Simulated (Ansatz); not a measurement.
# A strain series on TiO₂ (fluorite): epitaxial in the xy plane

Fluorite TiO₂, relaxed with r2SCAN in Ansatz, then strained (epitaxial in the xy plane; changes of length per length, axes as in the cell below) with the atoms relaxed again within the symmetry that is left. Space group Fm-3m (No. 225), cubic; conventional cell a = 4.794 Å, 9.18 Å³ an atom. Around Ti lie 8 O at 2.08 Å; around O lie 4 Ti at 2.08 Å. Values at 0 K without nuclear motion; spin polarisation is off, and the phase may be a hypothetical one.

```
Ti O
1.0
     0.00000    2.39683    2.39683
     2.39683    0.00000    2.39683
     2.39683    2.39683    0.00000
Ti O
1 2
Direct
  0.00000 0.00000 0.00000
  0.25000 0.25000 0.25000
  0.75000 0.75000 0.75000
```

Gaps are the least over each mesh (PBE 10×10×10, r2SCAN 10×10×10, HSE06 6×6×6 when unstrained) and the special points, which keep their unstrained names; stress is the change from the unstrained cell, compression positive.

```csv
strain (%),free normal strain (%),"gap, PBE (eV)","gap, r2SCAN (eV)","gap, HSE06 (eV)","edges, HSE06","in-plane stress, r2SCAN (GPa)","energy rise, r2SCAN (meV/atom)"
-2.0,+0.55,0.991,1.359,2.481,X → Γ,+15.71,17.4
0.0,0.00,1.145,1.508,2.630,X → Γ,0.00,0.0
+2.0,-0.45,0.870,1.219,2.320,X → Γ,-13.35,15.9
```

Problem. Estimate the row for a strain of +3.16 %.

Solution.
```csv
strain (%),free normal strain (%),"gap, PBE (eV)","gap, r2SCAN (eV)","gap, HSE06 (eV)","edges, HSE06","in-plane stress, r2SCAN (GPa)","energy rise, r2SCAN (meV/atom)"
+3.16,-0.73,0.716,1.054,2.143,X → Γ,-20.09,38.6
```

Between zero and the nearest strains the slope of the HSE06 gap against strain is +0.074 eV per percent for negative and -0.155 for positive strain; it falls either way, as happens when edge states split or other valleys take over.

The meshes of the hybrids are coarse, so their gaps aren't converged to the digits shown.
